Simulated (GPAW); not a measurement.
# InAs (F-43m) in GPAW: a series of runs

One crystal, InAs, is run at these levels: PBE, BLYP; tasks: single point, relaxation of cell and atoms.

Program: GPAW 26.7.0. These are calculated values, not measurements. Logs are shortened: lines on timing, memory, paths and dates and some standing lists are left out, and cuts for length are marked. The log counts tension as positive stress, the text compression.

**What was measured.**

A printed reference work, data compilation reports, for a bulk crystal of InAs at 4.2 K: band gap 0.418 eV (direct).

How close the calculation comes is told below.

### 1 Starting point

It takes space group F-43m (No. 216, cubic). The conventional cell has a = 6.036 Å, b = 6.036 Å, c = 6.036 Å, α = 90.00°, β = 90.00°, γ = 90.00°. Around In (site symmetry -43m) lie 4 As at 2.61 Å. As (site symmetry -43m) is surrounded by 4 In at 2.61 Å.

### 2 Single point, PBE

The input, run.py:

```python
from ase import Atoms
from ase.dft.bandgap import bandgap
from ase.io import write
from ase.units import GPa
from gpaw import GPAW, PW

atoms = Atoms(['In', 'As'],
              cell=[[0.0, 3.018, 3.018],
                    [3.018, 0.0, 3.018],
                    [3.018, 3.018, 0.0]],
              scaled_positions=[[0.0, 0.0, 0.0],
                                [0.75, 0.75, 0.75]],
              pbc=True)

calc = GPAW(mode=PW(340),
            xc='PBE',
            kpts={'size': (6, 6, 6), 'gamma': True},
            occupations={'name': 'fermi-dirac', 'width': 0.05},
            nbands=18,
            convergence={'density': 1e-05, 'energy': 1e-05},
            maxiter=80,
            txt='gpaw.txt')
atoms.calc = calc
energy = atoms.get_potential_energy()
forces = atoms.get_forces()
stress = atoms.get_stress()
calc.write('gs.gpw')
write('result.traj', atoms)
print(f'Energy: {energy:.6f} eV')
print('Forces (eV/A):')
print(forces.round(4))
print('Stress (GPa):', (stress / GPa).round(3))
print('Fermi level:', round(calc.get_fermi_level(), 4), 'eV')
print(f'Gap: {bandgap(calc)[0]:.4f} eV, direct: {bandgap(calc, direct=True)[0]:.4f} eV')
```

Potentials or basis: GPAW PAW data sets (gpaw-data 1.2.1), pw.

Run with:

```bash
> OMP_NUM_THREADS=1 python run.py
```

gpaw.txt:

```text
__  _  _
 | _ |_)|_||  |
 |__||  | ||/\| - 26.7.0

Input parameters:
  mode=PW(ecut=340.0),
  convergence={'density': 1e-05, 'energy': 1e-05},
  kpts=MonkhorstPack(size=(6, 6, 6), gamma=True),
  maxiter=80,
  nbands=18,
  occupations=Occupations(name='fermi-dirac', width=0.05),
  xc=XC(name='PBE')

Diagonalizing LCAO Hamiltonian
Converting LCAO to pw mode

                     As

       In

Atoms  # Å, Bohr magnetons
|   | symbol |        x |        y |        z |    initial magnetic moments |
|---|--------|----------|----------|----------|-----------------------------|
| 0 |     In | 0.000000 | 0.000000 | 0.000000 | ( 0.0000,  0.0000,  0.0000) |
| 1 |     As | 4.527000 | 4.527000 | 4.527000 | ( 0.0000,  0.0000,  0.0000) |

Unit cell  # Å
| periodic |        x |        y |        z |  lengths |    angles |
|----------|----------|----------|----------|----------|-----------|
|      yes | 0.000000 | 3.018000 | 3.018000 | 4.268097 | 60.000000 |
|      yes | 3.018000 | 0.000000 | 3.018000 | 4.268097 | 60.000000 |
|      yes | 3.018000 | 3.018000 | 0.000000 | 4.268097 | 60.000000 |

Number of symmetries: 24
Symmetry operations  # r_c * U_cc + t_c -> r_c
|    | kind |            matrix            |
|----|------|------------------------------|
|  0 |  E   |  1, 0, 0,  0, 1, 0,  0, 0, 1 |
|  1 |  σ   |  1, 0, 0,  0, 0, 1,  0, 1, 0 |
|  2 |  σ   |  1, 0,-1,  0, 1,-1,  0, 0,-1 |
|  3 |  C3  |  1, 0,-1,  0, 0,-1,  0, 1,-1 |
|  4 |  C3  |  1,-1, 0,  0,-1, 1,  0,-1, 0 |
|  5 |  σ   |  1,-1, 0,  0,-1, 0,  0,-1, 1 |
|  6 |  σ   |  0, 1, 0,  1, 0, 0,  0, 0, 1 |
|  7 |  C3  |  0, 1, 0,  0, 0, 1,  1, 0, 0 |
|  8 |  C2  |  0, 1,-1,  1, 0,-1,  0, 0,-1 |
|  9 |  S4  |  0, 1,-1,  0, 0,-1,  1, 0,-1 |
| 10 |  C3  |  0, 0, 1,  1, 0, 0,  0, 1, 0 |
| 11 |  σ   |  0, 0, 1,  0, 1, 0,  1, 0, 0 |
| 12 |  S4  |  0, 0,-1,  1, 0,-1,  0, 1,-1 |
| 13 |  C3  |  0, 0,-1,  0, 1,-1,  1, 0,-1 |
| 14 |  S4  |  0,-1, 1,  1,-1, 0,  0,-1, 0 |
| 15 |  C2  |  0,-1, 1,  0,-1, 0,  1,-1, 0 |
| 16 |  C3  |  0,-1, 0,  1,-1, 0,  0,-1, 1 |
| 17 |  S4  |  0,-1, 0,  0,-1, 1,  1,-1, 0 |
| 18 |  S4  | -1, 1, 0, -1, 0, 1, -1, 0, 0 |
| 19 |  C3  | -1, 1, 0, -1, 0, 0, -1, 0, 1 |
| 20 |  C3  | -1, 0, 1, -1, 1, 0, -1, 0, 0 |
| 21 |  S4  | -1, 0, 1, -1, 0, 0, -1, 1, 0 |
| 22 |  σ   | -1, 0, 0, -1, 1, 0, -1, 0, 1 |
| 23 |  C2  | -1, 0, 0, -1, 0, 1, -1, 1, 0 |

BZ-sampling:
  Number of BZ points: 216
  Number of IBZ points: 16

  Monkhorst-Pack size: [6, 6, 6]
  Monkhorst-Pack shift: [0.08333333333333333, 0.08333333333333333, 0.08333333333333333]

K-points  # in reciprocal-cell coordinates
|     |                                coordinates |     weight |
|-----|--------------------------------------------|------------|
|   0 | (  0.00000000,   0.00000000,   0.00000000) | 0.00462963 |
|   1 | (  0.16666667,   0.16666667,   0.00000000) | 0.02777778 |
|   2 | (  0.16666667,   0.16666667,   0.16666667) | 0.03703704 |
|   3 | (  0.33333333,   0.16666667,   0.16666667) | 0.05555556 |
|   4 | (  0.33333333,   0.33333333,  -0.33333333) | 0.05555556 |
|   5 | (  0.33333333,   0.33333333,   0.00000000) | 0.02777778 |
|   6 | (  0.33333333,   0.33333333,   0.16666667) | 0.11111111 |
|   7 | (  0.33333333,   0.33333333,   0.33333333) | 0.03703704 |
|   8 | (  0.50000000,   0.33333333,  -0.33333333) | 0.11111111 |
|   9 | (  0.50000000,   0.33333333,  -0.16666667) | 0.05555556 |
| ... |                                            |            |
|  15 | (  0.50000000,   0.50000000,   0.50000000) | 0.01851852 |

Plane wave coefficients: 797
Cutoff: 340.0 eV

Spin-components: 1 (collinear spins)
Bands:           18
Projectors:      11
Spin-degeneracy: 2
Datatype:        complex128

Parallelization:
  kpt:    1
  domain: 1
  band:   1

Density:
  Valence electrons: 18.0
  Components: 1
  Grid points: [20 20 20]
  Charge: 0.0  # |e|

Potential:
  Grid points: [20 20 20]

species:
  In:
    name:    Indium
    Z:       49.0
    valence: 13
    core:    36
    charge:  0.0  # [|e|]
    compensation charges:
      type: gauss
      rc: 0.36  # [Å]
      lmax: 2
    cutoffs:
      filter: 2.09  # [Å]
      core: 2.48  # [Å]
    projectors
    | kind |    occ | energy [eV] | rcut [Å] |
    |------|--------|-------------|----------|
    |   5s |  2.000 |      -8.203 |    1.185 |
    |   5p |  1.000 |      -2.521 |    1.244 |
    |   4d | 10.000 |     -18.629 |    1.148 |
    |    s |        |      19.008 |    1.185 |
    |    p |        |      24.691 |    1.244 |
    |    d |        |       8.583 |    1.148 |

    Using partial waves for In as LCAO basis

  As:
    name:    Arsenic
    Z:       33.0
    valence: 5
    core:    28
    charge:  0.0  # [|e|]
    compensation charges:
      type: gauss
      rc: 0.33  # [Å]
      lmax: 2
    cutoffs:
      filter: 1.87  # [Å]
      core: 2.96  # [Å]
    projectors
    | kind |    occ | energy [eV] | rcut [Å] |
    |------|--------|-------------|----------|
    |   4s |  2.000 |     -14.487 |    1.058 |
    |   4p |  3.000 |      -5.196 |    1.058 |
    |    s |        |      12.725 |    1.058 |
    |    p |        |      22.016 |    1.058 |
    |    d |        |       0.000 |    1.058 |

    Using partial waves for As as LCAO basis

Reference energy: -221478.393260  # eV

eigensolver:
  PPCG
  Converge bands: occupied
  niter=2

density mixing:
  MSR1-Mixer
  Pratt-step length: 0.05
  Maximum mixing coefficient: 0.75
  Old densities: 10
  SVD Regularization: 0.005
  Good broyden scale: 1.0
  Trust region scale: 1.0
  Backstep threshold: 4.0
  History deletion threshold: 6.0
  Fourier metric: weight=20.0, sigma=0.015

occupation numbers:
  Fermi-Dirac:
    width: 0.0500  # eV

poisson solver:
  ecut: 2720.0  # eV

xc functional:
  name: PBE with 2 nearest neighbor stencil

convergence criteria:
- Maximum integral of absolute [dens]ity change: 1e-05 electrons / valence electron
- Maximum [total energy] change in last 3 cyles: 1e-05 eV / valence electron
- Maximum integral of absolute [eigenst]ate change: 4e-08 eV^2 / valence electron
maximum number of iterations: 80

SCF iterations
|iter     | |      energy | eigst |  dens |
|---------|-|-------------|-------|-------|
|iter:   1| |   -7.766703 | -0.48 |       |
|iter:   2| |   -7.720006 | -2.54 | -1.16 |
|iter:   3| |   -7.540572 | -2.11 | -1.20 |
|iter:   4| |   -7.541005 | -3.48 | -1.81 |
|iter:   5| |   -7.540995 | -4.36 | -2.35 |
|iter:   6| |   -7.541021c| -5.65 | -3.10 |
|iter:   7| |   -7.541024c| -6.78 | -3.55 |
|iter:   8| |   -7.541024c| -8.19c| -4.74 |
|iter:   9| |   -7.541024c| -8.62c| -5.40c|

Converged in 9 steps
Energy contributions relative to reference atoms: (reference = -221478.393260)

Energy contributions:
  Kinetic:          31.707263
  Coulomb:         -29.312803
  Zero:              0.525306
  External:          0.000000
  Xc:              -10.460311
  Entropy:          -0.000957
  Spinorbit:         0.000000
  ----------------------------
  Free energy:      -7.541503
  Extrapolated:     -7.541024

dipole moment: (-17.091493, -17.091493, -17.091493)  # |e|*Ang

Fermi level: 4.954
Eigenvalues  # (at kpt = [0.000, 0.000, 0.000])
| band index |      eig [eV] | occ [0-2] |
|------------|---------------|-----------|
|          0 |        -9.347 |     2.000 |
|        ... |               |           |
|          2 |        -9.347 |     2.000 |
|          3 |        -9.216 |     2.000 |
|          4 |        -9.216 |     2.000 |
|          5 |        -6.987 |     2.000 |
|          6 |         4.737 |     1.974 |
|          7 |         4.917 |     1.351 |
[... 8 lines left out ...]
|         16 |        15.407 |     0.000 |
|         17 |        15.407 |     0.000 |

No gap
No difference between direct/indirect transitions

Forces  # eV/Ang
|        x |       y |        z |
|----------|---------|----------|
| -0.00000 | 0.00000 | -0.00000 |  # In   0
|  0.00000 | 0.00000 |  0.00000 |  # As   1

Stress tensor  # eV/Ang^3
|         x |         y |         z |
|-----------|-----------|-----------|
| -0.009072 | -0.000000 | -0.000000 |
| -0.000000 | -0.009072 |  0.000000 |
| -0.000000 |  0.000000 | -0.009072 |

# Writing to gs.gpw (mode='')
```

It took 5.7 s on 1 thread of Arm Neoverse V1, shared host; peak memory 0.13 GiB.

The run converged, but some of its settings lie outside the range that counts as converged, so its numbers aren't taken as properties of the crystal.

What came out:

```
Free energy            : -7.5415 eV
Pressure               : 1.5 GPa
Band gap on the k mesh : none (metal or under the smearing width)
```

Caveat: the cutoff is short for stress and forces, so pressures can be off by a GPa or more; this crystal is a semiconductor, whose small gap the functional closes, so the metal is an error of the method.

### 3 Relaxation of cell and atoms, BLYP

The input, run.py:

```python
from ase import Atoms
from ase.filters import FrechetCellFilter
from ase.io import write
from ase.optimize import FIRE
from gpaw import GPAW, PW, setup_paths

setup_paths.insert(0, '.')

atoms = Atoms(['In', 'As'],
              cell=[[0.0, 3.018, 3.018],
                    [3.018, 0.0, 3.018],
                    [3.018, 3.018, 0.0]],
              scaled_positions=[[0.0, 0.0, 0.0],
                                [0.75, 0.75, 0.75]],
              pbc=True)

calc = GPAW(mode=PW(600),
            xc='BLYP',
            kpts={'size': (8, 8, 8), 'gamma': True},
            occupations={'name': 'fermi-dirac', 'width': 0.05},
            nbands=18,
            convergence={'density': 1e-05, 'forces': 0.0001},
            eigensolver='davidson',
            maxiter=150,
            txt='gpaw.txt')
atoms.calc = calc
opt = FIRE(FrechetCellFilter(atoms), trajectory='relax.traj', logfile='-')
done = opt.run(fmax=0.05, steps=40)
calc.write('gs.gpw')
write('result.traj', atoms)
print('Converged:', done)
print('Cell:', atoms.cell.cellpar().round(4))
print('Volume:', round(atoms.get_volume(), 4))
print(atoms.get_scaled_positions().round(5))
```

Potentials or basis: PAW data sets generated in the run's folder for this functional, pw.

Run with:

```bash
> gpaw-setup -f BLYP As In
> OMP_NUM_THREADS=1 python run.py
```

Wall time 5.2 min (1 thread of Arm Neoverse N1, shared host); peak memory 0.26 GiB.

Results (log left out):

```
Free energy                            : -6.7105 eV
Relaxed volume                         : 31.46 Å³/atom
Relaxed cell                           : a = 4.465 Å, b = 4.465 Å, c = 4.465 Å, α = 60.00°, β = 60.00°, γ = 60.00°
Space group after relaxing (to 0.05 Å) : F-43m (No. 216)
Energy gained by relaxing              : 76.7 meV/atom
Ionic steps                            : 12
Pressure after relaxing                : -0.2 GPa
Band gap on the k mesh                 : none (metal or under the smearing width)
```

The path:
```
step  energy change (eV)  largest force (eV/Å)  pressure (GPa)  volume (Å³)
   1              0.0000                0.0000            7.20        54.98
   2             -0.0421                0.0000            5.91        56.01
   3             -0.1007                0.0000            3.79        57.94
   4             -0.1434                0.0000            1.47        60.57
   5             -0.1520                0.0000           -0.56        63.57
   6             -0.1521                0.0000           -0.55        63.55
   7             -0.1523                0.0000           -0.52        63.50
   8             -0.1525                0.0000           -0.47        63.42
   9             -0.1528                0.0000           -0.41        63.32
  10             -0.1530                0.0000           -0.34        63.20
  11             -0.1532                0.0000           -0.26        63.07
  12             -0.1534                0.0000           -0.17        62.92
```

Final structure:
```xyz
2
Lattice="0.0000 3.1569 3.1569 3.1569 0.0000 3.1569 3.1569 3.1569 0.0000" Properties=species:S:1:pos:R:3 pbc="T T T"
In    0.0000    0.0000    0.0000
As    4.7354    4.7354    4.7354
```

Levels at points of the mesh, in eV from the Fermi level:
```
           k point  band 5  band 6  band 7  band 8  band 9  band 10  band 11  band 12  band 13  band 14
(0.00, 0.00, 0.00)  -14.10  -11.22   -1.05   -0.06   -0.06    -0.06     3.76     3.76     3.76     7.22
(0.50, 0.50, 0.00)  -14.08   -9.73   -5.43   -1.97   -1.97     1.78     1.97     8.23     8.23     8.40
(0.50, 0.50, 0.50)  -14.09  -10.13   -5.25   -0.87   -0.87     0.58     4.55     4.55     6.66     8.50
```

Caveat: later steps reuse the first step's grids; the volume moved by +14 % from the deposited cell, more than functionals usually miss; this crystal is a semiconductor, whose small gap the functional closes, so the metal is an error of the method. BLYP gives volumes clearly too large for solids.

[end of part 1 of 2]
